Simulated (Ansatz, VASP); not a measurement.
Given: the input of a run of VASP 6.6.1 on HfB2.

The input INCAR:

```
SYSTEM = HfB2
ALGO     = Normal         ! electronic algorithm
EDIFF    = 1E-7           ! SCF threshold, eV
ENCUT    = 520            ! plane-wave cutoff, eV
GGA      = PE             ! functional
ISIF     = 2              ! what is computed and relaxed
ISMEAR   = -1             ! smearing method
LASPH    = .True.         ! aspherical terms in the spheres
LCHARG   = .False.        ! write CHGCAR
LREAL    = .False.        ! projectors in reciprocal space
LWAVE    = .False.        ! write WAVECAR
NBANDS   = 15             ! bands
NELM     = 60             ! most SCF steps
PREC     = Accurate       ! precision mode
SIGMA    = 0.05           ! smearing width, eV
```

The input KPOINTS:

```
k-points
0
Gamma
  10 10 8
  0 0 0
```

File POSCAR:

```
HfB2
1.0
    3.0975623654      0.0000000000      0.0000000000
   -1.5487811827      2.6825676982      0.0000000000
    0.0000000000      0.0000000000      3.4329672075
Hf B
1 2
Direct
    0.0000000000      0.0000000000      0.0000000000
    0.6666666667      0.3333333333      0.5000000000
    0.3333333333      0.6666666667      0.5000000000
```

Potentials or basis: VASP PAW PBE potentials, release 64 (Hf_pv, B).

The run is started by

```console
$ cat potpaw_PBE.64/Hf_pv/POTCAR potpaw_PBE.64/B/POTCAR > POTCAR
$ mpirun -np 1 vasp_std > vasp.out
```

**Question.** Set up the same calculation for Ansatz 0.2.0. Potentials there: all-electron LAPW, scalar-relativistic.

**Answer.** As run (the cutoff follows the program's own potentials):

The input input.yaml:

```yaml
crystal:
  lattice:
    - [3.0975623654, 0.0, 0.0]
    - [-1.5487811827, 2.6825676982, 0.0]
    - [0.0, 0.0, 3.4329672075]
  atoms:
    - { symbol: Hf, position: [0.0, 0.0, 0.0] }
    - { symbol: B, position: [0.6666666667, 0.3333333333, 0.5] }
    - { symbol: B, position: [0.3333333333, 0.6666666667, 0.5] }
kpoints:
  mp_grid: { grid: [10, 10, 8] }
scf:
  occupations: { method: fermi_dirac, width: 0.05 }
hamiltonian:
  xc: pbe
  pseudopotentials: { kind: all_electron, lapw: { basis_error: 0.001 } }
output:
  forces: true
  stress: true
  eigenvalues: true
```

Potentials or basis: all-electron LAPW, scalar-relativistic.

Command:

```console
$ ansatz run input.yaml --threads 2 --pin off --max-ram 5120MiB --backend cpu --events-out ev --progress --plain --runs-dir out
```

Both were run:

|  | VASP | Ansatz | Ansatz less VASP |
| --- | --- | --- | --- |
| gap on the k mesh at the Fermi level (eV) | none | none | - |
| pressure (GPa) | 12.4 | 12.7 | +0.36 |
| largest component of the traceless stress (GPa) | 0.24 | 0.46 | +0.222 |

A gap of «none» marks a metal or a gap that the smearing closes. Ansatz ran all-electron here, so the differences hold the error of VASP's frozen core and of both bases.

Spin-orbit coupling is left out, which matters for the levels of Hf.
